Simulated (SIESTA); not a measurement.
A run of SIESTA 5.4.2:

File Si2Ni.fdf:

```
SystemName                      Si2Ni
SystemLabel                     Si2Ni
NumberOfSpecies                 2
NumberOfAtoms                   3
%block ChemicalSpeciesLabel
  1  28 Ni
  2  14 Si
%endblock ChemicalSpeciesLabel

LatticeConstant                 1.0 Ang
%block LatticeVectors
     0.0000000000     2.7030000000     2.7030000000
     2.7030000000     0.0000000000     2.7030000000
     2.7030000000     2.7030000000     0.0000000000
%endblock LatticeVectors
AtomicCoordinatesFormat         Fractional
%block AtomicCoordinatesAndAtomicSpecies
     0.0000000000     0.0000000000     0.0000000000  1  Ni
     0.7500000000     0.7500000000     0.7500000000  2  Si
     0.2500000000     0.2500000000     0.2500000000  2  Si
%endblock AtomicCoordinatesAndAtomicSpecies

%block kgrid.MonkhorstPack
    9   0   0  0.0
    0   9   0  0.0
    0   0   9  0.0
%endblock kgrid.MonkhorstPack
XC.Functional                   GGA
XC.Authors                      PBE
PAO.BasisSize                   DZP
PAO.EnergyShift                 0.003 Ry
Mesh.Cutoff                     800 Ry
Spin                            polarized
%block DM.InitSpin
    1   1.000
    2   0.000
    3   0.000
%endblock DM.InitSpin
OccupationFunction              FD
ElectronicTemperature           0.05 eV
MaxSCFIterations                200
SCF.MustConverge                false
SCF.Mixer.Method                Pulay
SCF.Mixer.Weight                0.1
SCF.Mixer.History               10
SCF.DM.Tolerance                5.0e-05
SCF.H.Tolerance                 1.0e-03 eV
WriteForces                     true
Charge.Mulliken                 end
Charge.Hirshfeld                end
Charge.Voronoi                  end
SaveRho                         true
SaveElectrostaticPotential      true
%block ProjectedDensityOfStates
  EF -10.0 5.0 0.05 301 eV
%endblock ProjectedDensityOfStates
%block PDOS.kgrid.MonkhorstPack
   14   0   0  0.0
    0  14   0  0.0
    0   0  14  0.0
%endblock PDOS.kgrid.MonkhorstPack
%block PAO.Basis
  Ni 5
  n=3 0 2
    2.432 0.000
  n=4 0 2
    7.095 0.000
  n=3 1 2
    2.716 0.000
  n=4 1 1
    7.095
  n=3 2 2
    4.466 0.000
%endblock PAO.Basis
```

Potentials or basis: PseudoDojo 0.4 standard (PBE files), DZP (energy shift 0.003 Ry; two zetas on semicore shells).

Run with:

```sh
$ siesta Si2Ni.fdf > Si2Ni.out 2>&1
```

Hardware: 1 thread of Arm Neoverse V2 (shared host).

Question: How long does it take, and how much memory?

Answer: Wall time 3.2 min on 1 thread of Arm Neoverse V2 (shared host), peak memory 0.36 GiB. Counts: scf iterations 14, k points 365, bands 49.
